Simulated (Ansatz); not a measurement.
Write a Python script for the Ansatz DFT code, driven from Python that makes a phonon calculation by linear response of MgO, space group P6_3/mmc. Settings: PBEsol, PAW, the default cutoff (420 eV here), 6×6×4 k-points, fixed occupations.

```
Mg O
1.0
     3.48638    0.00000    0.00000
    -1.74319    3.01929    0.00000
     0.00000    0.00000    4.17804
Mg O
2 2
Direct
  0.66667 0.33333 0.75000
  0.33333 0.66667 0.25000
  0.66667 0.33333 0.25000
  0.33333 0.66667 0.75000
```

Script `dfpt_mgo.py`:
```python
# -*- coding: utf-8 -*-
"""DFPT phonons of MgO."""

from dataclasses import dataclass
from pathlib import Path
import warnings

import ansatz
import numpy as np
from pymatgen.core import Lattice, Structure
from pymatgen.io.ase import AseAtomsAdaptor


@dataclass
class Settings:
    filling: str = "Fixed"
    kgrid: tuple[int, ...] = (6, 6, 4)


opts = Settings()


def main():
    warnings.simplefilter("ignore", ansatz.DeckWarning)

    pmg_structure = Structure(
        Lattice([(3.48637786, 0.0, 0.0), (-1.74318893, 3.0192918, 0.0), (0.0, 0.0, 4.17804122)]),
        ["Mg", "Mg", "O", "O"],
        [
            (2 / 3, 1 / 3, 0.75),
            (1 / 3, 2 / 3, 0.25),
            (2 / 3, 1 / 3, 0.25),
            (1 / 3, 2 / 3, 0.75),
        ],
    )
    system = ansatz.Crystal.from_ase(AseAtomsAdaptor.get_atoms(pmg_structure))

    base = (
        system.calculation()
        .functional(ansatz.Functional.PBESOL)
        .occupations(opts.filling)
        .kpoints(*opts.kgrid)
        .phonons("dfpt", dielectric=True, lo_to_directions=[(1, 0, 0)])
    )
    out = base.run(threads=1, runs_dir="runs")
    ph = out.phonons

    print("Gamma modes (1/cm):", " ".join(f"{w:.1f}" for w in ph.gamma_omega_inv_cm))
    print("in meV:", " ".join(f"{w * 0.1239842:.2f}" for w in ph.gamma_omega_inv_cm))
    field = out.phonons_dielectric
    print("eps_inf diagonal:", np.round(np.diag(field.eps_inf), 3))
    for site, z in zip(out.lattice.sites, field.zstar_e):
        print(f"Born charge {site.symbol:2s}", np.round(np.diag(z), 3) + 0.0)
    rows = (Path(out.output_folder) / "results" / "optical_modes.tsv").read_text().splitlines()
    for line in rows:
        if not line.startswith("#"):
            print("  ".join(f"{float(v):.3f}" for v in line.split()[:8]))


if __name__ == "__main__":
    main()
```

`python dfpt_mgo.py` gives:
```text
RunWarning: field response: ε∞ stands inside a basis, on 8×8×6 points; the force constants stand on the 6×6×4 k-mesh, whose period is 12.44 times the interband length at k = (0.0000, 0.0000, 0.0000), [...]
Gamma modes (1/cm): 0.0 0.0 0.0 289.9 289.9 385.0 410.4 496.2 496.2 505.5 505.5 540.2
in meV: 0.00 0.00 0.00 35.95 35.95 47.74 50.88 61.52 61.52 62.67 62.67 66.98
eps_inf diagonal: [3.043 3.043 3.063]
Born charge Mg [1.772 1.772 2.008]
Born charge Mg [1.772 1.772 2.008]
Born charge O  [-1.772 -1.772 -2.008]
Born charge O  [-1.772 -1.772 -2.008]
0.000  0.000  0.000  289.941  2.000  0.000  0.000  -0.000
0.000  0.000  0.000  385.019  1.000  19.276  0.000  -0.000
0.000  0.000  0.000  410.367  1.000  0.000  0.000  0.000
0.000  0.000  0.000  496.201  2.000  30.023  0.651  -0.000
0.000  0.000  0.000  505.468  2.000  0.000  0.000  -0.000
0.000  0.000  0.000  540.212  1.000  0.000  0.000  0.000
0.866  0.500  0.000  289.941  2.000  0.000  0.000  -0.000
0.866  0.500  0.000  385.019  1.000  19.276  0.000  0.000
0.866  0.500  0.000  410.367  1.000  0.000  0.000  -0.000
0.866  0.500  0.000  496.201  1.000  15.012  0.163  -0.282
0.866  0.500  0.000  505.468  2.000  0.000  0.000  -0.000
0.866  0.500  0.000  540.212  1.000  0.000  0.000  -0.000
0.866  0.500  0.000  696.730  1.000  15.012  0.488  0.282
```
(Warnings from the package without file and line, shortened.)

What to keep in mind:
- The cell isn't relaxed first, so the values belong to this volume.
- The mesh doesn't settle the field response to the digits printed.
- The structure comes from a database of computed cells and needn't be a stable or known phase.
- The structure is taken as given; imaginary modes can come from an unrelaxed or unstable start.
- The script silences the warnings on its input, which a real study should read.
- The whole script took 84 s on 1 thread of Intel(R) Xeon(R) Platinum 8259CL CPU @ 2.50GHz (Skylake/Cascade Lake) (shared host), peak memory 0.74 GiB.
